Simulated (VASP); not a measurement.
# BP: NMR shieldings, part 2 of 4

Aim: NMR shielding tensors and field gradients of BP. The cell is of the zinc-blende type, one of the forms listed for this formula, which need not be the common one. The start is a cell from a database of measured crystal structures.

VASP 6.6.1, plane waves and PAW; the level of theory is named at each step.

So far. Step 2 (Ground state): The cell has a gap of 1.23 eV on this mesh and a pressure of -4.3 GPa, which holds the misfit of the given cell and coordinates with this functional, and any error of cutoff, mesh and data sets.

## 3. Shielding tensors

This step: chemical shifts by linear response (GIPAW), LDA; plane waves and PAW (P, B) (VASP 6.6.1).

LCHIMAG computes the induced currents by linear response. It needs tightly converged orbitals and a cutoff well above the default; LEFG adds the field gradients at no cost.

The input, INCAR:

```
SYSTEM = BP
PREC = Accurate
ENCUT = 450
EDIFF = 1E-09
NELM = 100
ISMEAR = 0
SIGMA = 0.01
LREAL = .FALSE.
ALGO = Normal
GGA = CA
NBANDS = 10
LWAVE = .FALSE.
LCHARG = .FALSE.
KPAR = 2
LCHIMAG = .TRUE.
LEFG = .TRUE.
DQ = 0.001
ICHIBARE = 1
LNMR_SYM_RED = .TRUE.
```

The input, POSCAR:

```
BP
1.0
    0.0000000000      2.2690000000      2.2690000000
    2.2690000000      0.0000000000      2.2690000000
    2.2690000000      2.2690000000      0.0000000000
P B
1 1
Direct
    0.7500000000      0.7500000000      0.7500000000
    0.0000000000      0.0000000000      0.0000000000
```

The input, KPOINTS:

```
Automatic mesh
0
Gamma
8 8 8
0 0 0
```

PAW data sets: P and B (PBE family, release 64).

Launch:

```
$ mpirun -np 2 vasp_std
```

Output:

```text
[banner, memory and clock lines left out]
running    2 mpi-ranks, on    1 nodes
 distrk:  each k-point on    1 cores,    2 groups
 distr:  one band on    1 cores,    1 groups

 POSCAR found type information on POSCAR P B
 POSCAR found :  2 types and       2 ions
 [... a notice as in an earlier step ...]

 LDA part: xc-table for (Slater(with rela. corr.)+CA(PZ))
 , standard interpolation
 POSCAR, INCAR and KPOINTS ok, starting setup
 FFT: planning ... GRIDC
 FFT: planning ... GRID_SOFT
 FFT: planning ... GRID
 WAVECAR not read
 entering main loop
       N       E                     dE             d eps       ncg     rms          rms(c)
DAV:   1     0.713927414027E+01    0.71393E+01   -0.35793E+03   580   0.629E+02
DAV:   2    -0.144741072148E+02   -0.21613E+02   -0.20626E+02   852   0.104E+02
DAV:   3    -0.150310767841E+02   -0.55697E+00   -0.55625E+00   716   0.159E+01
DAV:   4    -0.150330859385E+02   -0.20092E-02   -0.20089E-02   734   0.111E+00
DAV:   5    -0.150330937730E+02   -0.78345E-05   -0.78344E-05   694   0.632E-02    0.615E+00
DAV:   6    -0.143764986150E+02    0.65660E+00   -0.15274E+00   648   0.569E+00    0.318E+00
DAV:   7    -0.142677541351E+02    0.10874E+00   -0.24041E-01   734   0.263E+00    0.113E+00
DAV:   8    -0.142556153792E+02    0.12139E-01   -0.33643E-02   682   0.996E-01    0.213E-01
DAV:   9    -0.142556404070E+02   -0.25028E-04   -0.67919E-04   660   0.195E-01    0.151E-01
DAV:  10    -0.142556364252E+02    0.39818E-05   -0.14209E-04   658   0.710E-02    0.265E-02
DAV:  11    -0.142556381071E+02   -0.16819E-05   -0.48663E-06   748   0.124E-02    0.286E-02
DAV:  12    -0.142556378352E+02    0.27191E-06   -0.21145E-06   690   0.637E-03    0.818E-03
DAV:  13    -0.142556378417E+02   -0.64360E-08   -0.53658E-08   676   0.170E-03    0.522E-03
DAV:  14    -0.142556378379E+02    0.38209E-08   -0.13618E-08   658   0.538E-04    0.154E-03
DAV:  15    -0.142556378381E+02   -0.29104E-09   -0.19815E-09   400   0.241E-04
ion   1
     0.0000000    -0.0000000     0.0000000    -0.0000000    -0.0000000    -0.0000000
     0.0000365    -0.0000000     0.0000000    -0.0000000    -0.0000000    -0.0000000
     0.0000503    -0.0000000     0.0000000    -0.0000000    -0.0000000    -0.0000000
     0.0000692    -0.0000000     0.0000000    -0.0000000    -0.0000000    -0.0000000
     0.0000953    -0.0000000     0.0000000    -0.0000000    -0.0000000    -0.0000000

     0.0000000    -0.0000000     0.0000000    -0.0000000    -0.0000000    -0.0000000
     0.0000365    -0.0000000     0.0000000    -0.0000000    -0.0000000    -0.0000000
     0.0000503    -0.0000000     0.0000000    -0.0000000    -0.0000000    -0.0000000
     0.0000692    -0.0000000     0.0000000    -0.0000000    -0.0000000    -0.0000000
     0.0000953    -0.0000000     0.0000000    -0.0000000    -0.0000000    -0.0000000

ion   2
     0.0000000     0.0000000    -0.0000000    -0.0000000    -0.0000000     0.0000000
     0.0000257     0.0000000    -0.0000000    -0.0000000    -0.0000000     0.0000000
     0.0000354     0.0000000    -0.0000000    -0.0000000    -0.0000000     0.0000000
     0.0000487     0.0000000    -0.0000000    -0.0000000    -0.0000000     0.0000000
     0.0000671     0.0000000    -0.0000000    -0.0000000    -0.0000000     0.0000000

     0.0000000     0.0000000    -0.0000000    -0.0000000    -0.0000000     0.0000000
     0.0000257     0.0000000    -0.0000000    -0.0000000    -0.0000000     0.0000000
     0.0000354     0.0000000    -0.0000000    -0.0000000    -0.0000000     0.0000000
     0.0000487     0.0000000    -0.0000000    -0.0000000    -0.0000000     0.0000000
     0.0000671     0.0000000    -0.0000000    -0.0000000    -0.0000000     0.0000000

   1 F= -.14255638E+02 E0= -.14255638E+02  d E =-.119653E-33
DAV:   1     0.625524016918E+01    0.62552E+01    0.00000E+00     0   0.000E+00
DAV:   2     0.625524016918E+01    0.00000E+00    0.00000E+00     0   0.000E+00
BDIR= 1  IDIR= 2  IQ= -1
DAV:   1     0.125171879855E+02    0.12517E+02   -0.12359E-02   644   0.384E-01
DAV:   2     0.125171675100E+02   -0.20476E-04   -0.20476E-04   696   0.106E-01
DAV:   3     0.125171674634E+02   -0.46603E-07   -0.46562E-07   774   0.640E-03
DAV:   4     0.125171674633E+02   -0.10986E-09   -0.11584E-09   710   0.219E-04
       N       E                     dE             d eps       ncg     rms
RMM:   1    -0.193254208448E+02   -0.19325E+02   -0.50118E+01  1274   0.248E+01
RMM:   2    -0.200396699128E+02   -0.71425E+00   -0.66770E-01  1320   0.407E+00
RMM:   3    -0.200608663838E+02   -0.21196E-01   -0.27831E-02  1337   0.606E-01
RMM:   4    -0.200622736727E+02   -0.14073E-02   -0.34198E-03  1357   0.127E-01
RMM:   5    -0.200623667032E+02   -0.93031E-04   -0.11574E-04  1366   0.255E-02
RMM:   6    -0.200623733591E+02   -0.66558E-05   -0.13812E-05  1369   0.654E-03
RMM:   7    -0.200623741116E+02   -0.75250E-06   -0.99470E-07  1337   0.168E-03
RMM:   8    -0.200623741778E+02   -0.66222E-07   -0.17524E-07  1220   0.495E-04
RMM:   9    -0.200623741841E+02   -0.62986E-08   -0.80294E-09  1107   0.131E-04
RMM:  10    -0.200623741846E+02   -0.46953E-09   -0.10869E-09  1042   0.546E-05
BDIR= 1  IDIR= 2  IQ=  0
DAV:   1     0.125104755805E+02    0.12510E+02   -0.46218E-11   336   0.569E-05
DAV:   2     0.125104755805E+02    0.10196E-11   -0.28614E-12   332   0.145E-05
       N       E                     dE             d eps       ncg     rms
RMM:   1    -0.193675729500E+02   -0.19368E+02   -0.50352E+01  1274   0.248E+01
RMM:   2    -0.200862013244E+02   -0.71863E+00   -0.66806E-01  1317   0.408E+00
RMM:   3    -0.201073453148E+02   -0.21144E-01   -0.27674E-02  1318   0.606E-01
RMM:   4    -0.201087365021E+02   -0.13912E-02   -0.33862E-03  1325   0.126E-01
RMM:   5    -0.201088275876E+02   -0.91085E-04   -0.11220E-04  1312   0.250E-02
RMM:   6    -0.201088341844E+02   -0.65969E-05   -0.14608E-05  1327   0.632E-03
RMM:   7    -0.201088348210E+02   -0.63654E-06   -0.88692E-07  1267   0.153E-03
RMM:   8    -0.201088348757E+02   -0.54721E-07   -0.13043E-07  1137   0.436E-04
RMM:   9    -0.201088348814E+02   -0.56807E-08   -0.71378E-09  1012   0.121E-04
RMM:  10    -0.201088348818E+02   -0.44399E-09   -0.10232E-09   958   0.529E-05
BDIR= 1  IDIR= 2  IQ=  1
DAV:   1     0.125034117978E+02    0.12503E+02   -0.12337E-02   646   0.384E-01
DAV:   2     0.125033913212E+02   -0.20477E-04   -0.20477E-04   688   0.106E-01
DAV:   3     0.125033912732E+02   -0.48042E-07   -0.48038E-07   778   0.655E-03
DAV:   4     0.125033912731E+02   -0.10178E-09   -0.12519E-09   702   0.234E-04
       N       E                     dE             d eps       ncg     rms
RMM:   1    -0.194106037403E+02   -0.19411E+02   -0.50609E+01  1272   0.248E+01
[...]
RLQ:   2    -0.638275061317E-01   -0.29461E-02   -0.66419E-03  1318   0.253E-01
RLQ:   3    -0.639628410199E-01   -0.13533E-03   -0.10754E-04  1321   0.372E-02
RLQ:   4    -0.639675524111E-01   -0.47114E-05   -0.13256E-05  1314   0.676E-03
RLQ:   5    -0.639678219191E-01   -0.26951E-06   -0.25171E-07  1306   0.137E-03
RLQ:   6    -0.639678340102E-01   -0.12091E-07   -0.31062E-08  1189   0.304E-04
RLQ:   7    -0.639678349784E-01   -0.96826E-09   -0.12147E-09  1069   0.832E-05
BDIR= 3  IDIR= 1  IQ= -1
DAV:   1     0.125277011141E+02    0.12528E+02   -0.11986E-02   650   0.390E-01
DAV:   2     0.125276797055E+02   -0.21409E-04   -0.21409E-04   672   0.106E-01
DAV:   3     0.125276796532E+02   -0.52303E-07   -0.52341E-07   824   0.670E-03
DAV:   4     0.125276796531E+02   -0.74785E-10   -0.56912E-10   686   0.132E-04
       N       E                     dE             d eps       ncg     rms
RMM:   1    -0.320656618421E+02   -0.32066E+02   -0.10587E+02  1292   0.283E+01
RMM:   2    -0.338715817556E+02   -0.18059E+01   -0.14109E+00  1327   0.498E+00
RMM:   3    -0.339187282659E+02   -0.47147E-01   -0.64479E-02  1336   0.750E-01
RMM:   4    -0.339211800131E+02   -0.24517E-02   -0.44257E-03  1366   0.166E-01
RMM:   5    -0.339213658927E+02   -0.18588E-03   -0.25155E-04  1370   0.378E-02
RMM:   6    -0.339213792366E+02   -0.13344E-04   -0.27916E-05  1378   0.986E-03
RMM:   7    -0.339213805634E+02   -0.13268E-05   -0.16853E-06  1328   0.256E-03
RMM:   8    -0.339213806664E+02   -0.10293E-06   -0.24615E-07  1205   0.714E-04
RMM:   9    -0.339213806751E+02   -0.87036E-08   -0.12935E-08  1140   0.193E-04
RMM:  10    -0.339213806757E+02   -0.59224E-09   -0.12105E-09  1077   0.628E-05
BDIR= 3  IDIR= 1  IQ=  0
DAV:   1     0.125104755805E+02    0.12510E+02   -0.46016E-11   336   0.569E-05
DAV:   2     0.125104755805E+02    0.34071E-11   -0.30016E-12   332   0.145E-05
       N       E                     dE             d eps       ncg     rms
RMM:   1    -0.321146926707E+02   -0.32115E+02   -0.10609E+02  1292   0.283E+01
RMM:   2    -0.339214787697E+02   -0.18068E+01   -0.13540E+00  1315   0.498E+00
RMM:   3    -0.339748336071E+02   -0.53355E-01   -0.68117E-02  1310   0.768E-01
RMM:   4    -0.339774918957E+02   -0.26583E-02   -0.52955E-03  1328   0.171E-01
RMM:   5    -0.339776830963E+02   -0.19120E-03   -0.25927E-04  1328   0.381E-02
RMM:   6    -0.339776967836E+02   -0.13687E-04   -0.28351E-05  1318   0.100E-02
RMM:   7    -0.339776981407E+02   -0.13571E-05   -0.17858E-06  1264   0.262E-03
RMM:   8    -0.339776982445E+02   -0.10379E-06   -0.24480E-07  1144   0.718E-04
RMM:   9    -0.339776982532E+02   -0.87038E-08   -0.12980E-08  1080   0.194E-04
RMM:  10    -0.339776982538E+02   -0.59197E-09   -0.12027E-09   998   0.629E-05
BDIR= 3  IDIR= 1  IQ=  1
DAV:   1     0.124929502218E+02    0.12493E+02   -0.11971E-02   650   0.390E-01
DAV:   2     0.124929287817E+02   -0.21440E-04   -0.21440E-04   678   0.106E-01
DAV:   3     0.124929287307E+02   -0.51024E-07   -0.51051E-07   824   0.655E-03
DAV:   4     0.124929287307E+02   -0.12626E-10   -0.47273E-10   694   0.117E-04
       N       E                     dE             d eps       ncg     rms
RMM:   1    -0.321616621652E+02   -0.32162E+02   -0.10626E+02  1293   0.283E+01
RMM:   2    -0.339740951195E+02   -0.18124E+01   -0.13567E+00  1326   0.498E+00
RMM:   3    -0.340276655668E+02   -0.53570E-01   -0.68628E-02  1335   0.769E-01
RMM:   4    -0.340303421101E+02   -0.26765E-02   -0.53067E-03  1368   0.172E-01
RMM:   5    -0.340305348388E+02   -0.19273E-03   -0.26172E-04  1369   0.384E-02
RMM:   6    -0.340305486374E+02   -0.13799E-04   -0.28602E-05  1380   0.101E-02
RMM:   7    -0.340305500038E+02   -0.13663E-05   -0.17962E-06  1328   0.264E-03
RMM:   8    -0.340305501079E+02   -0.10413E-06   -0.24568E-07  1202   0.721E-04
RMM:   9    -0.340305501166E+02   -0.87053E-08   -0.13021E-08  1141   0.195E-04
RMM:  10    -0.340305501172E+02   -0.59200E-09   -0.11955E-09  1075   0.635E-05
BDIR= 3  IDIR= 2  IQ= -1
DAV:   1     0.125171879855E+02    0.12517E+02   -0.12359E-02   644   0.384E-01
DAV:   2     0.125171675099E+02   -0.20476E-04   -0.20476E-04   696   0.106E-01
DAV:   3     0.125171674634E+02   -0.46539E-07   -0.46562E-07   774   0.640E-03
DAV:   4     0.125171674633E+02   -0.12030E-09   -0.11587E-09   710   0.219E-04
       N       E                     dE             d eps       ncg     rms
RMM:   1    -0.314881064282E+02   -0.31488E+02   -0.10418E+02  1276   0.283E+01
RMM:   2    -0.333844551218E+02   -0.18963E+01   -0.15586E+00  1318   0.512E+00
RMM:   3    -0.334364048331E+02   -0.51950E-01   -0.66158E-02  1320   0.768E-01
RMM:   4    -0.334388124079E+02   -0.24076E-02   -0.47213E-03  1353   0.166E-01
RMM:   5    -0.334389778341E+02   -0.16543E-03   -0.22675E-04  1355   0.357E-02
RMM:   6    -0.334389889206E+02   -0.11087E-04   -0.22731E-05  1364   0.911E-03
RMM:   7    -0.334389900610E+02   -0.11403E-05   -0.14181E-06  1315   0.233E-03
RMM:   8    -0.334389901396E+02   -0.78589E-07   -0.20600E-07  1186   0.618E-04
RMM:   9    -0.334389901449E+02   -0.53420E-08   -0.65629E-09  1114   0.158E-04
RMM:  10    -0.334389901453E+02   -0.37404E-09   -0.77256E-10  1060   0.581E-05
BDIR= 3  IDIR= 2  IQ=  0
DAV:   1     0.125104755805E+02    0.12510E+02   -0.46257E-11   336   0.569E-05
DAV:   2     0.125104755805E+02    0.80504E-11   -0.36658E-12   332   0.145E-05
       N       E                     dE             d eps       ncg     rms
RMM:   1    -0.313650979071E+02   -0.31365E+02   -0.10362E+02  1275   0.283E+01
RMM:   2    -0.332466854675E+02   -0.18816E+01   -0.15501E+00  1308   0.510E+00
RMM:   3    -0.332982455417E+02   -0.51560E-01   -0.65398E-02  1306   0.765E-01
RMM:   4    -0.333006273313E+02   -0.23818E-02   -0.46969E-03  1320   0.165E-01
RMM:   5    -0.333007907292E+02   -0.16340E-03   -0.22348E-04  1321   0.353E-02
RMM:   6    -0.333008016873E+02   -0.10958E-04   -0.22500E-05  1316   0.903E-03
RMM:   7    -0.333008028162E+02   -0.11289E-05   -0.14050E-06  1254   0.230E-03
RMM:   8    -0.333008028941E+02   -0.77886E-07   -0.20431E-07  1137   0.613E-04
RMM:   9    -0.333008028994E+02   -0.53036E-08   -0.64773E-09  1062   0.157E-04
RMM:  10    -0.333008028997E+02   -0.36878E-09   -0.76830E-10  1000   0.579E-05
BDIR= 3  IDIR= 2  IQ=  1
DAV:   1     0.125034117978E+02    0.12503E+02   -0.12337E-02   646   0.384E-01
DAV:   2     0.125033913212E+02   -0.20477E-04   -0.20477E-04   688   0.106E-01
DAV:   3     0.125033912732E+02   -0.48019E-07   -0.48038E-07   778   0.655E-03
DAV:   4     0.125033912730E+02   -0.15310E-09   -0.12518E-09   702   0.234E-04
       N       E                     dE             d eps       ncg     rms
RMM:   1    -0.312407185914E+02   -0.31241E+02   -0.10302E+02  1274   0.283E+01
RMM:   2    -0.331128484568E+02   -0.18721E+01   -0.16027E+00  1318   0.509E+00
RMM:   3    -0.331580929506E+02   -0.45244E-01   -0.61581E-02  1322   0.745E-01
RMM:   4    -0.331602654789E+02   -0.21725E-02   -0.38293E-03  1349   0.159E-01
RMM:   5    -0.331604236423E+02   -0.15816E-03   -0.21618E-04  1360   0.349E-02
RMM:   6    -0.331604342980E+02   -0.10656E-04   -0.22218E-05  1364   0.886E-03
RMM:   7    -0.331604354000E+02   -0.11020E-05   -0.13129E-06  1320   0.225E-03
RMM:   8    -0.331604354771E+02   -0.77077E-07   -0.20572E-07  1189   0.609E-04
RMM:   9    -0.331604354824E+02   -0.53102E-08   -0.64328E-09  1120   0.155E-04
RMM:  10    -0.331604354828E+02   -0.36763E-09   -0.77655E-10  1064   0.576E-05
       N       E                     dE             d eps       ncg     rms
RLQ:   1    -0.557594387890E-01   -0.55759E-01   -0.54438E-02   949   0.210E+00
RLQ:   2    -0.614400085189E-01   -0.56806E-02   -0.11947E-02  1176   0.317E-01
RLQ:   3    -0.616177662110E-01   -0.17776E-03   -0.14166E-04  1159   0.456E-02
RLQ:   4    -0.616239650587E-01   -0.61988E-05   -0.11814E-05  1170   0.789E-03
RLQ:   5    -0.616244654704E-01   -0.50041E-06   -0.76084E-07  1133   0.186E-03
RLQ:   6    -0.616244988382E-01   -0.33368E-07   -0.60657E-08  1035   0.446E-04
RLQ:   7    -0.616245016957E-01   -0.28575E-08   -0.47556E-09   925   0.131E-04
RLQ:   8    -0.616245019607E-01   -0.26501E-09   -0.39958E-10   851   0.517E-05
```

Run time: 1.8 min. Hardware: 2 MPI ranks of AMD EPYC 7R43, shared host; peak memory 0.23 GiB; 3.6 min of CPU time.

From OUTCAR (step 3):

```text
The static configuration has the point symmetry T_d .

 Found     29 irreducible k-points:

   ENCUT  =  450.0 eV  33.07 Ry    5.75 a.u.   5.55  5.55  5.55*2*pi/ulx,y,z

   NELECT =       8.0000    total number of electrons

  Total       -0.6273074     -0.6273074     -0.6273074      0.0000000      0.0000000      0.0000000
  in kB      -43.0187201    -43.0187201    -43.0187201      0.0000000      0.0000000      0.0000000
  external PRESSURE =     -43.0187201 kB  Pullay stress =       0.0000000 kB

  energy-cutoff  :      450.00
  volume of cell :       23.36
      direct lattice vectors                 reciprocal lattice vectors
     0.000000000  2.269000000  2.269000000    -0.220361393  0.220361393  0.220361393
     2.269000000  0.000000000  2.269000000     0.220361393 -0.220361393  0.220361393
     2.269000000  2.269000000  0.000000000     0.220361393  0.220361393 -0.220361393

 POSITION                                       TOTAL-FORCE (eV/Angst)
 -----------------------------------------------------------------------------------
      3.40350      3.40350      3.40350         0.000000      0.000000      0.000000
      0.00000      0.00000      0.00000        -0.000000     -0.000000     -0.000000
 -----------------------------------------------------------------------------------
    total drift:                               -0.000000     -0.000000     -0.000000

 Electric field gradients after diagonalization (V/A^2)
 (convention: |V_zz| > |V_xx| > |V_yy|)
----------------------------------------------------------------------
 ion       V_xx      V_yy      V_zz     asymmetry (V_yy - V_xx)/ V_zz
----------------------------------------------------------------------
   1       0.000     0.000    -0.000       0.000
   2      -0.000    -0.000     0.000       0.000
----------------------------------------------------------------------

  ORBITAL MAGNETIC SUSCEPTIBILITY, excluding core contribution
 -------------------------------------------------------------
  Approximate magnetic susceptibility, pGv (10^-6 cm^3/mole)
     1        -43.932548          0.000000          0.000000
     2         -0.000000        -43.932548          0.000000
     3          0.000000          0.000000        -43.932548
 -------------------------------------------------------------
  Approximate magnetic susceptibility, vGv (10^-6 cm^3/mole)
     1        -36.133540          0.000000         -0.000000
     2          0.000000        -36.133540          0.000000
     3          0.000000         -0.000000        -36.133540

  CSA tensor (J. Mason, Solid State Nucl. Magn. Reson. 2, 285 (1993))
  for chemical shielding  (including the isotropic core contribution)

  BDIR labels direction of applied magnetic field (i.e. B0)
  For BDIR==1, B0 along x-axis, etc.
  Induced field listed along cartesian directions for each BDIR
 ------------------------------------------------------------------------------------------
                 EXCLUDING G=0 CONTRIBUTION              INCLUDING G=0 CONTRIBUTION
 ------------------------------------------------------------------------------------------
  ion  BDIR            X           Y           Z                X           Y           Z
          (   iso_shield        span        skew ) (   iso_shield        span        skew )
 ------------------------------------------------------------------------------------------
    1     1     436.5144      0.0000     -0.0000         463.9618      0.0000     -0.0000
          2       0.0000    436.5144     -0.0000           0.0000    463.9618     -0.0000
          3      -0.0000      0.0000    436.5144          -0.0000      0.0000    463.9618
          (     436.5144      0.0000      0.0000 ) (     463.9618      0.0000      0.0000 )

    2     1     120.3276      0.0000     -0.0000         147.7750      0.0000     -0.0000
          2       0.0000    120.3276      0.0000           0.0000    147.7750      0.0000
          3       0.0000      0.0000    120.3276           0.0000      0.0000    147.7750
          (     120.3276      0.0000      0.0000 ) (     147.7750      0.0000      0.0000 )
 ------------------------------------------------------------------------------------------

[... 6 parts as in an earlier step ...]

[... 1 further part left out ...]
```

This step gave:

```yaml
fermi_energy: 7.341 eV
pressure: -4.302 GPa
```

Valence and core; the G = 0 term is that of a spherical sample. NMR shielding, by row:

```csv
atom,isotropic shielding (ppm),span (ppm),skew,isotropic shielding without the G = 0 term (ppm)
P1,464,0,-,436.5
B2,147.8,0,-,120.3
```

Ordered as |Vzz| ≥ |Vxx| ≥ |Vyy|, the program's way. Electric field gradients, by row:

| atom | Vxx (V/Å²) | Vyy (V/Å²) | Vzz (V/Å²) | asymmetry |
| --- | --- | --- | --- | --- |
| P1 | 0 | 0 | 0 | - |
| B2 | 0 | 0 | 0 | - |

(Part 2 of 4 ends here.)

[Lines on the potential files, build, host, timing and source positions are cut from VASP's logs without a mark.]

[Logs are printed without paths, hosts, clocks, repeated set-up lines and the standing remarks that a program may print on its own settings, such as how far it seeks lower states.]

[Hosts, paths, dates, database ids (printed as entryN), source tags and the programs' standing remarks are cut or masked in the printed files.]
